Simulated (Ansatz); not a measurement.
Moving the functional in La2O3

The cell as given:

```cif
data_structure
_symmetry_space_group_name_H-M 'P321'
_symmetry_Int_Tables_number 150
_cell_length_a 6.3703
_cell_length_b 6.3703
_cell_length_c 3.2899
_cell_angle_alpha 90.000
_cell_angle_beta 90.000
_cell_angle_gamma 120.000
_cell_volume 115.62
loop_
_atom_site_label
_atom_site_type_symbol
_atom_site_symmetry_multiplicity
_atom_site_Wyckoff_symbol
_atom_site_fract_x
_atom_site_fract_y
_atom_site_fract_z
_atom_site_occupancy
La1 La 2 d 0.66667 0.33333 0.49810 1
O1 O 3 e 0.50461 0.00000 0.00000 1
```

The cell comes from a database or a generator and needn't be the stable form of this composition.

Kept alike: task relaxation of cell and atoms; k mesh 5 × 5 × 8; occupations fermi-dirac, width 0.05 eV; no spin polarisation. Program: Ansatz, Ansatz PAW. Cutoffs run from 420 to 500 eV. The mesh is that of the run's cell of 5 atoms. No spin-orbit coupling.

| run | volume (Å³/atom) | first edge of the run's cell (Å) | third edge of the run's cell (Å) |
| --- | --- | --- | --- |
| A | 22.378 | 6.303 | 3.252 |
| B | 21.890 | 6.254 | 3.231 |
| C | 22.932 | 6.355 | 3.279 |

The relaxations keep at least the cell's symmetry (P321). Relaxations stop with a little pressure left, so the last digits of a volume or edge aren't settled. Ansatz's relaxations hold a Pulay term in the stress (up to 0.4 GPa here). All rows use potentials made for PBE.

The runs differ in the functional (and the cutoff that goes with it) alone: LDA; PBEsol; r2SCAN. Which run is which?

Run A is PBEsol; run B is LDA; run C is r2SCAN. The volume runs from 21.890 (LDA) to 22.932 Å³/atom (r2SCAN). The first edge of the run's cell runs from 6.254 (LDA) to 6.355 Å (r2SCAN). The third edge of the run's cell runs from 3.231 (LDA) to 3.279 Å (r2SCAN).
